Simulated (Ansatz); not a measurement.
MoS2:

```xyz
3
Lattice="3.2275 0.0000 0.0000 -1.6137 2.7951 0.0000 0.0000 0.0000 6.3125" Properties=species:S:1:pos:R:3 pbc="T T T"
Mo    0.0000    0.0000    3.1562
S     1.6137    0.9317    4.7008
S     0.0000    1.8634    1.6117
```

Measurements of this composition are mostly on another form, of space group No. 194.

* Program: Ansatz 0.2.0
* Task: relaxation of cell and atoms
* Functional: PBEsol
* Potentials or basis: Ansatz PAW
* Cutoff: 420 eV (not typed: the program's choice for these potentials)
* k mesh: 9 × 9 × 4
* Occupations: fermi-dirac, width 0.05 eV
* Spin: no spin polarisation

At the start: volume 18.98 Å³/atom.

Where does the relaxation end?

It ends after 8 steps and the volume is 17.37 Å³/atom (-8.5 %); space group P-3m1 (No. 164, to 0.05 Å).

Step by step:
| step | energy change (eV) | largest force (eV/Å) | volume (Å³) |
| --- | --- | --- | --- |
| 1 | 0.0000 | 0.0203 | 56.94 |
| 2 | -0.0257 | 0.1683 | 50.49 |
| 3 | -0.0520 | 0.0010 | 53.38 |
| 4 | -0.0531 | 0.0089 | 52.88 |
| 5 | -0.0539 | 0.0352 | 52.35 |
| 6 | -0.0542 | 0.0067 | 52.05 |
| 7 | -0.0542 | 0.0005 | 52.10 |
| 8 | -0.0538 | 0.0004 | 52.10 |

Final structure:
```
Mo S
1.0
     3.14892    0.00000    0.00000
    -1.57446    2.72704    0.00000
     0.00000    0.00000    6.06683
Mo S
1 2
Direct
  0.00000 0.00000 0.50000
  0.66667 0.33333 0.76046
  0.33333 0.66667 0.23954
```

Caveat: the plane-wave basis is chosen anew once the cell has moved, so the energies of steps on either side of that aren't comparable; this functional lacks dispersion, which binds the layers, so the pressure and a relaxed spacing across them are unreliable; the PAW data sets come from PBE, with cores solved anew for the run's functional, which leaves a small shift of forces and pressure.
